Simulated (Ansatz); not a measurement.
**Dielectric response of MgO (001) films**

Aim: the electronic and static ε of rocksalt MgO (001) from films of three thicknesses in a field.

Calculated with Ansatz 0.2.0; plane-wave DFT, PBEsol, Ansatz PAW.

## 1. Starting point

The cell holds 6 atoms: 3 Mg and 3 O. Cell: a = 2.977 Å, b = 2.977 Å, c = 22.210 Å, α = 90.0°, β = 90.0°, γ = 90.0°. It derives from MgO (rocksalt MgO). Vacuum lies along c.

## 2. Relaxing the film, 6 atoms, units 3

The structure is relaxed first, because levels and dipoles at a surface follow the positions of the outer atoms.

input.yaml reads:

```yaml
crystal:
  lattice:
    - [2.97691955, 0.0, 0.0]
    - [0.0, 2.97691955, 0.0]
    - [0.0, 0.0, 22.21]
  atoms:
    - { symbol: Mg, position: [0.5, 0.5, 0.4052228726] }
    - { symbol: O, position: [0.0, 0.0, 0.4052228726] }
    - { symbol: Mg, position: [0.0, 0.0, 0.5] }
    - { symbol: O, position: [0.5, 0.5, 0.5] }
    - { symbol: Mg, position: [0.5, 0.5, 0.5947771274] }
    - { symbol: O, position: [0.0, 0.0, 0.5947771274] }
kpoints:
  mp_grid: { grid: [10, 10, 1] }
hamiltonian:
  xc: pbesol
scf:
  occupations: { method: fixed }
  convergence: { dr2_threshold: 1.0e-09 }
efield:
  axis: 3
  dipole_correction: true
  ramp_position: 0.97
  ramp_width: 0.06
relax:
  f_tol: 0.003
  max_steps: 100
output:
  write_potential: true
  write_density: true
  volumetric_format: npy
```

Command:

```bash
$ ansatz run input.yaml --threads 4 --pin off --max-ram 8192MiB --backend cpu --events-out ev --progress --plain --runs-dir out
```

Numbers of over 12 decimals in the logs are rounded to 6 here.

Output:

```text
Engine: ansatz 0.2.0, x86_64-unknown-linux-gnu
Pseudopotentials: kind: paw
Pseudopotential: Mg, paw, valence charge 10, recommended cutoff 420 eV (normal), Mg.paw.azcp
Pseudopotential: O, paw, valence charge 6, recommended cutoff 420 eV (normal), O.paw.azcp
Functional definition: PBEsol
  exchange = pbesol_x
  correlation = pbesol_c
Crystal: 6 atoms, lattice volume = 196.826 Å³
Basis set: ecut = 420 eV, 3727 PW (Γ), exchange–correlation on 40×40×300 points (8 copies of the dense FFT grid, shifted against one another)
Bands: 30, of which v1, the nominal top of the filled ones, is band 24 counted from 1 (23 counted from 0)
Symmetry: 8 space group operations
k-points: 21 of 100
Non-local potential: Mg, projectors of the file, l = 0: 3, l = 1: 2, l = 2: 1
Non-local potential: O, projectors of the file, l = 0: 2, l = 1: 2, l = 2: 1
PAW form: soft (Blöchl's): semilocal exchange-correlation on the pseudo side does not see the compensation charge
PAW frozen core: Mg, regenerated for the run's functional, and the local potential with it (the file was generated under x = pbe(κ = 0.804, μ = 0.219515), c = pbe(β = 0.066725))
PAW frozen core: O, regenerated for the run's functional, and the local potential with it (the file was generated under x = pbe(κ = 0.804, μ = 0.219515), c = pbe(β = 0.066725))
PAW one-centre angular grid: Mg, 110 points (default); XC on 64 Gauss nodes
PAW one-centre angular grid: O, 110 points (default); XC on 64 Gauss nodes
Initial density: superposition of atomic densities (neutral atoms: chi_scale 0, normalization atom), corrected by the library's trained network
Initial wavefunctions: pseudopotential atomic-orbital guess
Functional: x = pbesol(κ = 0.804, μ = 0.123457), c = pbesol(β = 0.046)
SCF iter   1: F=—  HF=-7426.498930 eV  |F-HF|=—  |Δ(HF+E_count)|=         —  Δρ=7.51e-3  dr2=9.29e-2  ethr=1.77e-3  p=0.000 e·Å  D=7.05e-14 V/Å  ΔV_dip=-0.00 eV  dr2_dipole=2.37e-11  V_vac-E_F(+/−)=5.07/5.07 eV  ⟨swp⟩=5.8  Hψ=2624  notcnv=0  defer=84
efield: sawtooth ramp at fractional position 0.9700 (set: `efield.ramp_position`, or a place that a band, a saddle search or an elastic batch's reference lends), width 0.0600; the density the first Hamiltonian is built on has a dipole p = 0.000 e·Å; the dipole correction subtracts the counter field D = 7.05e-14 V/Å, which shifts the + side's vacuum level by -0.00 eV against the − side's; the planar-averaged density in the ramp window peaks in size at 2.0e-5 e/Å³
preconditioner: auto → Resta (q_TF=auto, 2.157 Å⁻¹)  ε∞=2.1  [insulator: Δε(μ)=3.257 eV  Ē_g=12.563 eV  n_scr=26 (ndim 8)  ℏωp=13.0 eV  f_vac=0.663  ε∞_Penn≈2.1  vacuum switching on, ρ_ref=1.1e-2 e/Å³]
SCF iter   2: F=—  HF=-7426.476738 eV  |F-HF|=—  |Δ(HF+E_count)|=   2.22e-2  Δρ=2.62e-3  dr2=1.02e-2  ethr=1.93e-4  p=-0.000 e·Å  D=-2.18e-6 V/Å  ΔV_dip=0.00 eV  dr2_dipole=5.37e-11  V_vac-E_F(+/−)=5.17/5.17 eV  ⟨swp⟩=3.0  Hψ=1121  notcnv=0  defer=84
density mixer auto → msr1: gapped (density of states about μ 0.01 of a free-electron gas's, 26 screened modes)
SCF iter   3: F=—  HF=-7426.474370 eV  |F-HF|=—  |Δ(HF+E_count)|=   2.37e-3  Δρ=5.86e-4  dr2=8.54e-4  ethr=2.13e-5  p=-0.000 e·Å  D=-8.53e-7 V/Å  ΔV_dip=0.00 eV  dr2_dipole=1.67e-12  V_vac-E_F(+/−)=5.04/5.04 eV  ⟨swp⟩=3.0  Hψ=928  notcnv=0  defer=84
SCF iter   4: F=—  HF=-7426.474398 eV  |F-HF|=—  |Δ(HF+E_count)|=   2.76e-5  Δρ=2.94e-4  dr2=1.15e-4  ethr=1.78e-6  p=-0.000 e·Å  D=-1.93e-7 V/Å  ΔV_dip=0.00 eV  dr2_dipole=2.08e-15  V_vac-E_F(+/−)=4.98/4.98 eV  ⟨swp⟩=3.9  Hψ=1281  notcnv=0  defer=84
SCF iter   5: F=—  HF=-7426.474412 eV  |F-HF|=—  |Δ(HF+E_count)|=   1.44e-5  Δρ=9.70e-5  dr2=1.41e-5  ethr=2.39e-7  p=-0.000 e·Å  D=-1.53e-7 V/Å  ΔV_dip=0.00 eV  dr2_dipole=6.27e-14  V_vac-E_F(+/−)=4.96/4.96 eV  ⟨swp⟩=2.0  Hψ=891  notcnv=0  defer=84
SCF iter   6: F=—  HF=-7426.474412 eV  |F-HF|=—  |Δ(HF+E_count)|=   1.70e-7  Δρ=2.53e-5  dr2=9.40e-7  ethr=2.94e-8  p=-0.000 e·Å  D=-1.94e-8 V/Å  ΔV_dip=0.00 eV  dr2_dipole=1.22e-15  V_vac-E_F(+/−)=4.95/4.95 eV  ⟨swp⟩=2.1  Hψ=877  notcnv=0  defer=84
SCF iter   7: F=—  HF=-7426.474412 eV  |F-HF|=—  |Δ(HF+E_count)|=   3.40e-7  Δρ=7.08e-6  dr2=9.05e-8  ethr=1.96e-9  p=0.000 e·Å  D=1.58e-8 V/Å  ΔV_dip=-0.00 eV  dr2_dipole=5.10e-16  V_vac-E_F(+/−)=4.95/4.95 eV  ⟨swp⟩=2.5  Hψ=903  notcnv=0  defer=84
SCF iter   8: F=—  HF=-7426.474412 eV  |F-HF|=—  |Δ(HF+E_count)|=   9.12e-8  Δρ=2.47e-6  dr2=9.74e-9  ethr=1.89e-10  p=-0.000 e·Å  D=-3.64e-9 V/Å  ΔV_dip=0.00 eV  dr2_dipole=2.55e-16  V_vac-E_F(+/−)=4.95/4.95 eV  ⟨swp⟩=2.0  Hψ=788  notcnv=0  defer=84
SCF iter   9: F=-7426.474412 eV  HF=-7426.474412 eV  |F-HF|=2.75e-10  |Δ(HF+E_count)|=   2.15e-9  Δρ=4.88e-7  dr2=3.89e-10  ethr=2.08e-12  p=-0.000 e·Å  D=-3.91e-9 V/Å  ΔV_dip=0.00 eV  dr2_dipole=1.65e-17  V_vac-E_F(+/−)=4.95/4.95 eV  ⟨swp⟩=7.3  Hψ=3940  notcnv=0
SCF 1 converged in 9 iterations: F = -7426.474412 eV  dr2 = 3.89e-10
  greatest PAW one-centre occupation: 1.000 electrons in one spin orbital (limit 2), on the Mg atom at site 2 (counted from 0), in its partial waves of l = 0
relax step   1: F+E_penalty+E_count = -7426.47441243 eV  Δ(F+E_penalty+E_count) = +0.000e0 eV  max|allowed force component| = 4.463e-1 eV/Å  Δτ_max = 0.0000 Å  (9 SCF iters, accepted)
Initial density: handed on by an earlier stage of this run
Initial wavefunctions: those handed on with the density
iter 1 solved again at ethr=2.98e-5 eV; its pass at ethr=3.10e-3 eV (dr2=1.43e-2 eV) is discarded
SCF iter   1: F=—  HF=-7426.497431 eV  |F-HF|=—  |Δ(HF+E_count)|=         —  Δρ=1.09e-3  dr2=1.48e-2  ethr=2.98e-5  p=-0.000 e·Å  D=-3.91e-9 V/Å  ΔV_dip=0.00 eV  dr2_dipole=1.60e-14  V_vac-E_F(+/−)=4.97/4.97 eV  ⟨swp⟩=2.7  Hψ=2118  notcnv=0  defer=84
efield: sawtooth ramp at fractional position 0.9700 (set: `efield.ramp_position`, or a place that a band, a saddle search or an elastic batch's reference lends), width 0.0600; the density the first Hamiltonian is built on has a dipole p = -0.000 e·Å; the dipole correction subtracts the counter field D = -3.91e-9 V/Å, which shifts the + side's vacuum level by +0.00 eV against the − side's; the planar-averaged density in the ramp window peaks in size at 7.0e-6 e/Å³
preconditioner: auto → Resta (q_TF=auto, 2.157 Å⁻¹)  ε∞=2.0  [insulator: Δε(μ)=3.387 eV  Ē_g=12.675 eV  n_scr=26 (ndim 8)  ℏωp=13.0 eV  f_vac=0.665  ε∞_Penn≈2.0  vacuum switching on, ρ_ref=1.2e-2 e/Å³]
[...]
SCF iter   5: F=—  HF=-7426.493941 eV  |F-HF|=—  |Δ(HF+E_count)|=   1.04e-6  Δρ=8.35e-6  dr2=1.12e-7  ethr=1.67e-9  p=0.000 e·Å  D=1.78e-8 V/Å  ΔV_dip=-0.00 eV  dr2_dipole=4.63e-15  V_vac-E_F(+/−)=5.27/5.27 eV  ⟨swp⟩=2.0  Hψ=864  notcnv=0  defer=67  κ⁻¹=2.6e-4(r=4)
SCF iter   6: F=—  HF=-7426.493941 eV  |F-HF|=—  |Δ(HF+E_count)|=   4.10e-8  Δρ=2.64e-6  dr2=1.08e-8  ethr=2.33e-10  p=0.000 e·Å  D=1.65e-9 V/Å  ΔV_dip=-0.00 eV  dr2_dipole=1.97e-15  V_vac-E_F(+/−)=5.27/5.27 eV  ⟨swp⟩=2.0  Hψ=792  notcnv=0  defer=69  κ⁻¹=3.0e-6(r=5)
SCF iter   7: F=—  HF=-7426.493941 eV  |F-HF|=—  |Δ(HF+E_count)|=   6.05e-9  Δρ=1.32e-6  dr2=4.58e-9  ethr=2.25e-11  p=-0.000 e·Å  D=-2.72e-8 V/Å  ΔV_dip=0.00 eV  dr2_dipole=2.52e-15  V_vac-E_F(+/−)=5.27/5.27 eV  ⟨swp⟩=3.0  Hψ=1266  notcnv=0  defer=70  κ⁻¹=8.1e-7(r=6)
SCF iter   8: F=-7426.493941 eV  HF=-7426.493941 eV  |F-HF|=9.73e-11  |Δ(HF+E_count)|=  5.68e-10  Δρ=3.21e-7  dr2=2.92e-10  ethr=2.08e-12  p=-0.000 e·Å  D=-5.21e-9 V/Å  ΔV_dip=0.00 eV  dr2_dipole=2.45e-18  V_vac-E_F(+/−)=5.27/5.27 eV  ⟨swp⟩=7.0  Hψ=3718  notcnv=0
SCF 3 converged in 8 iterations: F = -7426.493941 eV  dr2 = 2.92e-10
relax step   3: F+E_penalty+E_count = -7426.49394078 eV  Δ(F+E_penalty+E_count) = -1.226e-3 eV  max|allowed force component| = 6.509e-3 eV/Å  Δτ_max = 0.0072 Å  (8 SCF iters, accepted)
SCF iter   1: F=—  HF=-7426.493959 eV  |F-HF|=—  |Δ(HF+E_count)|=         —  Δρ=7.15e-5  dr2=1.82e-5  ethr=1.29e-6  p=-0.000 e·Å  D=-5.21e-9 V/Å  ΔV_dip=0.00 eV  dr2_dipole=1.46e-15  V_vac-E_F(+/−)=5.27/5.27 eV  ⟨swp⟩=2.5  Hψ=1232  notcnv=0  defer=80
efield: sawtooth ramp at fractional position 0.9700 (set: `efield.ramp_position`, or a place that a band, a saddle search or an elastic batch's reference lends), width 0.0600; the density the first Hamiltonian is built on has a dipole p = -0.000 e·Å; the dipole correction subtracts the counter field D = -5.21e-9 V/Å, which shifts the + side's vacuum level by +0.00 eV against the − side's; the planar-averaged density in the ramp window peaks in size at 6.4e-6 e/Å³
preconditioner: auto → Resta (q_TF=auto, 2.157 Å⁻¹)  ε∞=2.0  [insulator: Δε(μ)=3.548 eV  Ē_g=12.846 eV  n_scr=26 (ndim 8)  ℏωp=13.0 eV  f_vac=0.664  ε∞_Penn≈2.0  vacuum switching on, ρ_ref=1.2e-2 e/Å³]
SCF iter   2: F=—  HF=-7426.493956 eV  |F-HF|=—  |Δ(HF+E_count)|=   3.05e-6  Δρ=2.88e-5  dr2=1.71e-6  ethr=3.80e-8  p=0.000 e·Å  D=8.38e-9 V/Å  ΔV_dip=-0.00 eV  dr2_dipole=2.56e-15  V_vac-E_F(+/−)=5.27/5.27 eV  ⟨swp⟩=2.0  Hψ=967  notcnv=0  defer=62  κ⁻¹=1.0e0(r=1)
density mixer auto → broyden: gapped, where msr1 would fit the directions that read negative (density of states about μ 0.01 of a free-electron gas's, 26 screened modes)
SCF iter   3: F=—  HF=-7426.493955 eV  |F-HF|=—  |Δ(HF+E_count)|=   7.94e-8  Δρ=1.35e-5  dr2=3.06e-7  ethr=3.56e-9  p=0.000 e·Å  D=2.92e-8 V/Å  ΔV_dip=-0.00 eV  dr2_dipole=1.91e-15  V_vac-E_F(+/−)=5.27/5.27 eV  ⟨swp⟩=2.0  Hψ=809  notcnv=0  defer=56  κ⁻¹=7.4e-2(r=2)
SCF iter   4: F=—  HF=-7426.493955 eV  |F-HF|=—  |Δ(HF+E_count)|=   3.07e-8  Δρ=5.64e-6  dr2=7.63e-8  ethr=6.37e-10  p=0.000 e·Å  D=1.51e-8 V/Å  ΔV_dip=-0.00 eV  dr2_dipole=4.46e-15  V_vac-E_F(+/−)=5.27/5.27 eV  ⟨swp⟩=2.0  Hψ=847  notcnv=0  defer=56  κ⁻¹=6.3e-3(r=3)
SCF iter   5: F=—  HF=-7426.493956 eV  |F-HF|=—  |Δ(HF+E_count)|=   2.95e-8  Δρ=1.29e-6  dr2=2.64e-9  ethr=1.59e-10  p=-0.000 e·Å  D=-2.88e-8 V/Å  ΔV_dip=0.00 eV  dr2_dipole=5.44e-15  V_vac-E_F(+/−)=5.27/5.27 eV  ⟨swp⟩=2.0  Hψ=791  notcnv=0  defer=57  κ⁻¹=3.1e-4(r=4)
SCF iter   6: F=-7426.493956 eV  HF=-7426.493956 eV  |F-HF|=6.58e-10  |Δ(HF+E_count)|=   2.82e-9  Δρ=4.90e-7  dr2=4.90e-10  ethr=2.08e-12  p=-0.000 e·Å  D=-4.21e-9 V/Å  ΔV_dip=0.00 eV  dr2_dipole=1.17e-16  V_vac-E_F(+/−)=5.27/5.27 eV  ⟨swp⟩=9.0  Hψ=3681  notcnv=0
SCF 4 converged in 6 iterations: F = -7426.493956 eV  dr2 = 4.90e-10
relax step   4: F+E_penalty+E_count = -7426.49395553 eV  Δ(F+E_penalty+E_count) = -1.474e-5 eV  max|allowed force component| = 1.837e-3 eV/Å  Δτ_max = 0.0011 Å  (6 SCF iters, accepted)
NSCF: frozen V_eff on 21 k-points
the band table was solved once a step of the walk had ended and its energy, with any forces and stress, was formed, with the checks that follow a solve (4250 applications of the Hamiltonian). They found nothing against the state; the energy, forces and stress were not computed again (output.eigenvalues in the input reference)
WARN: The output density's exchange-correlation potential varies sharply where the density is thin. Do not read a vacuum level from v_tot or v_xc, or from such a field of the output density. On a cell that repeats whose density bears no net charge and no dipole along the vacuum's axis use v_es (v_loc + v_h of the components); under efield.dipole_correction with no amplitude use v_es + v_field, which holds any externa [...]
SCF converged after 6 iterations
Stability not checked: this state was not tested for a lower state beside it, because the mixer in use, unlike msr1, does not test its closes by its own steps (another_mixer; see scf.mixing.algorithm and scf.lower_state_search)
Free energy (F): -7426.493956 eV
Harris-Foulkes:  -7426.493956 eV  (|F-HF|=6.58e-10)
Internal energy: -7426.493956 eV  (E = F + TS)
E sigma→0 (E₀):  -7426.493956 eV
Fermi energy:    -1.483696 eV
Dipole field:    D = 0.000000 V/Å  (p = 0.000000 e·Å, saw-weighted, corrected)
Work function:   Φ+ = 5.2713 eV   Φ− = 5.2713 eV
Levels:          The Fermi level and band energies are counted from a zero that moves with the ramp; work functions are not
--- Per-component energies (eV) ---
  E_band       = -1329.919868
  E_kinetic    = 759.486292
  E_local      = -50914.020880  (includes V_loc(G=0)·N_el)
  E_nonlocal   = 431.202061
  E_hartree    = 24488.268488
  E_xc         = -309.419116
  E_vxc        = -398.513679  (∫ρ·V_xc dr)
  E_paw        = -1299.405479  (= ΣΔE_a)
  E_vpaw       = -184.617024  (= ΣTr[D̂ρ^β])
  E_aug_tail   = 0.007448  (compensation charges beyond the density's cutoff)
  E_efield     = 0.000000  (sawtooth field / dipole correction)
  E_vefield    = 0.000000  (∫n·V_field dr)
  E_ewald      = 19417.104780
  E_core_change = 0.282451  (= ΣΔE_core)
  E_smearing   = -0.000000  (= −TS)
  E_closure    = -0.000000  (closes the sum)
  Σ components = -7426.493956   (vs F -7426.493956, Δ=0.00e0)
--- Forces (eV/Å), atoms counted from 1 ---
  atom   1  Mg     0.00000000     0.00000000    -0.00183645
  atom   2  O      0.00000000     0.00000000    -0.00101920
  atom   3  Mg    -0.00000000     0.00000000    -0.00000005
  atom   4  O      0.00000000     0.00000000     0.00000006
  atom   5  Mg     0.00000000     0.00000000     0.00183653
  atom   6  O      0.00000000     0.00000000     0.00101911
  max |Σ_I F_I| component: 8.08e-10 eV/Å
--- Band table (eV; the first three rows and the last of 21) ---
  k-point 0: bands = [... 20 lower, -1.8077, -1.8077, -1.4837, -1.4837, 2.0674, 2.6350, 3.7779, 4.3759, ... 2 higher]
  k-point 1: bands = [... 20 lower, -1.8853, -1.8003, -1.7434, -1.4988, 2.3789, 2.7824, 3.9703, 4.5508, ... 2 higher]
  k-point 2: bands = [... 20 lower, -2.3618, -1.7804, -1.7503, -1.5431, 3.0548, 3.1952, 4.5208, 5.0495, ... 2 higher]
  k-point 20: bands = [... 20 lower, -3.1589, -3.1365, -2.1708, -1.9350, 6.9916, 7.3252, 8.1077, 8.1077, ... 2 higher]
--- Relaxed structure (4 steps of the walk, 4 accepted, 0 SCFs on fresh bases) ---
  F+E_penalty+E_count = -7426.49395553 eV   max|allowed force component| = 1.837e-3 eV/Å
  atoms:
    - { symbol: Mg, position: [0.5, 0.5, 0.406044] }
    - { symbol: O, position: [0, 0.0, 0.404011] }
    - { symbol: Mg, position: [0, 0.0, 0.500000] }
    - { symbol: O, position: [0.5, 0.5, 0.499999999793] }
    - { symbol: Mg, position: [0.5, 0.5, 0.593956] }
    - { symbol: O, position: [0, 0.0, 0.595989] }
```

Wall time 9.9 s (4 threads of Intel Xeon Platinum 8259CL at 2.50GHz (Skylake/Cascade Lake), shared host); peak memory 0.51 GiB; 35 s of CPU time.

Step by step:

```tsv
step	energy less that of the first step (eV)	largest force component (eV/Å)
1	0.0000	0.4463
2	-0.0183	0.1159
3	-0.0195	0.0065
4	-0.0195	0.0018
```

Forces are held to the 8 operations that the run works with; a distortion that breaks them can't arise in this run.

The atoms that moved most (Å):

```tsv
atom	dx	dy	dz	length
O6	0.000	0.000	0.027	0.027
O2	0.000	0.000	-0.027	0.027
Mg5	0.000	0.000	-0.018	0.018
Mg1	0.000	0.000	0.018	0.018
```

The relaxed structure:

```xyz
6
Lattice="2.9769 0.0000 0.0000 0.0000 2.9769 0.0000 0.0000 0.0000 22.2100" Properties=species:S:1:pos:R:3
Mg    1.4885    1.4885    9.0182
O     0.0000    0.0000    8.9731
Mg    0.0000    0.0000   11.1050
O     1.4885    1.4885   11.1050
Mg    1.4885    1.4885   13.1918
O     0.0000    0.0000   13.2369
```

This step gave:

- gap on the k-mesh: 3.551 eV
- dipole along the normal: 1.14e-8 e·Å
- ionisation energy, upper face: 5.271 eV
- electron affinity, upper face: 1.720 eV

Running mean over 2.105 Å of the planar mean; the ramp of the sawtooth is left out. Electron's electrostatic potential energy less the highest filled level against z:

z (Å), electron's electrostatic potential energy less the highest filled level (eV) and a bar from the least value:
```
        3       5.27 ##############################
        4       5.27 ##############################
        5       5.27 ##############################
        6       5.25 ##############################
        7       4.90 #############################
        8      -0.45 #############
        9      -4.85 #
       10      -5.09 
       11      -5.12 
       12      -5.10 
       13      -4.97 
       14      -2.27 ########
       15       4.60 ############################
       16       5.23 ##############################
       17       5.27 ##############################
       18       5.27 ##############################
       19       5.27 ##############################
```

The relaxation took 4 steps and lowered the energy by 0.020 eV; the largest force on the free atoms ends at 0.0018 eV/Å.

The gap is 3.55 eV, with the valence edge 5.27 eV and the conduction edge 1.72 eV under the upper vacuum level.

## 3. Single point on the relaxed film, 6 atoms, units 3

The film was relaxed beforehand; a single point on the relaxed positions gives its levels and potential.

input.yaml, the sections that differ from step 2:

```yaml
crystal:
  lattice:
    - [2.97691955, 0.0, 0.0]
    - [0.0, 2.97691955, 0.0]
    - [0.0, 0.0, 22.21]
  atoms:
    - { symbol: Mg, position: [0.5, 0.5, 0.4060444375] }
    - { symbol: O, position: [0.0, 0.0, 0.4040113676] }
    - { symbol: Mg, position: [0.0, 0.0, 0.5000000002] }
    - { symbol: O, position: [0.5, 0.5, 0.4999999998] }
    - { symbol: Mg, position: [0.5, 0.5, 0.5939555623] }
    - { symbol: O, position: [0.0, 0.0, 0.5959886326] }
output:
  eigenvalues: true
  write_potential: true
  write_density: true
  volumetric_format: npy
# kpoints, hamiltonian, scf, efield: as in step 2
# relax: removed
```

Output:

```text
[...]
Crystal: 6 atoms, lattice volume = 196.826 Å³
Basis set: ecut = 420 eV, 3727 PW (Γ)
Bands: 30, of which v1, the nominal top of the filled ones, is band 24 counted from 1 (23 counted from 0)
Symmetry: 8 space group operations
k-points: 21 of 100
[...]
SCF iter   1: F=—  HF=-7426.518304 eV  |F-HF|=—  |Δ(HF+E_count)|=         —  Δρ=7.55e-3  dr2=9.27e-2  ethr=1.77e-3  p=0.000 e·Å  D=8.39e-10 V/Å  ΔV_dip=-0.00 eV  dr2_dipole=1.11e-10  V_vac-E_F(+/−)=5.32/5.32 eV  ⟨swp⟩=5.9  Hψ=2566  notcnv=0  defer=84
[...]
SCF iter   9: F=-7426.494025 eV  HF=-7426.494025 eV  |F-HF|=6.37e-12  |Δ(HF+E_count)|=   1.82e-9  Δρ=1.91e-7  dr2=6.34e-11  ethr=2.08e-12  p=-0.000 e·Å  D=-1.29e-7 V/Å  ΔV_dip=0.00 eV  dr2_dipole=8.94e-14  V_vac-E_F(+/−)=5.27/5.27 eV  ⟨swp⟩=15.2  Hψ=3021  notcnv=0
SCF 1 converged in 9 iterations: F = -7426.494025 eV  dr2 = 6.34e-11
[...]
SCF converged after 9 iterations
Free energy (F): -7426.494025 eV
[...]
Internal energy: -7426.494025 eV  (E = F + TS)
E sigma→0 (E₀):  -7426.494025 eV
Fermi energy:    -1.483951 eV
Dipole field:    D = 0.000000 V/Å  (p = 0.000000 e·Å, saw-weighted, corrected)
Work function:   Φ+ = 5.2717 eV   Φ− = 5.2717 eV
[...]
--- Band table (eV; the first three rows and the last of 21) ---
  k-point 0: bands = [... 20 lower, -1.8079, -1.8079, -1.4840, -1.4840, 2.0659, 2.6328, 3.7642, 4.3703, ... 2 higher]
  k-point 1: bands = [... 20 lower, -1.8855, -1.8005, -1.7436, -1.4990, 2.3773, 2.7802, 3.9560, 4.5452, ... 2 higher]
  k-point 2: bands = [... 20 lower, -2.3620, -1.7806, -1.7505, -1.5433, 3.0529, 3.1930, 4.5053, 5.0438, ... 2 higher]
  k-point 20: bands = [... 20 lower, -3.1592, -3.1366, -2.1709, -1.9351, 6.9910, 7.3244, 8.1073, 8.1073, ... 2 higher]
```

Elapsed: 3.6 s, on 4 threads; peak memory 0.51 GiB.

Numbers from this step:

```
gap on the k-mesh             : 3.550 eV
dipole along the normal       : 3.00e-7 e·Å
ionisation energy, upper face : 5.272 eV
electron affinity, upper face : 1.722 eV
```

Running mean over 2.105 Å of the planar mean; the ramp of the sawtooth is left out. Electron's electrostatic potential energy less the highest filled level against z:

```tsv
z (Å)	electron's electrostatic potential energy less the highest filled level (eV)
3.0	5.27
3.5	5.27
4.0	5.27
4.5	5.27
5.0	5.27
5.5	5.27
6.0	5.25
6.5	5.18
7.0	4.90
7.5	3.59
8.0	-0.448
8.5	-3.95
9.0	-4.85
9.5	-5.03
10.0	-5.09
10.5	-5.11
11.0	-5.12
11.5	-5.12
12.0	-5.10
12.5	-5.06
13.0	-4.97
13.5	-4.52
14.0	-2.27
14.5	2.20
15.0	4.60
15.5	5.11
16.0	5.23
16.5	5.26
17.0	5.27
17.5	5.27
18.0	5.27
18.5	5.27
19.0	5.27
```

The gap is 3.55 eV, with the valence edge 5.27 eV and the conduction edge 1.72 eV under the upper vacuum level.

[end of part 1 of 4]

[Logs are printed without paths, hosts, clocks, repeated set-up lines and the standing remarks that a program may print on its own settings, such as how far it seeks lower states.]

[Hosts, paths, dates, database ids (printed as entryN), source tags and the programs' standing remarks are cut or masked in the printed files.]

[Maps of the electrostatic potential energy from Ansatz leave out the sawtooth potential of an applied field or a dipole correction, so their vacuum need not be flat; planar profiles and work functions include it.]
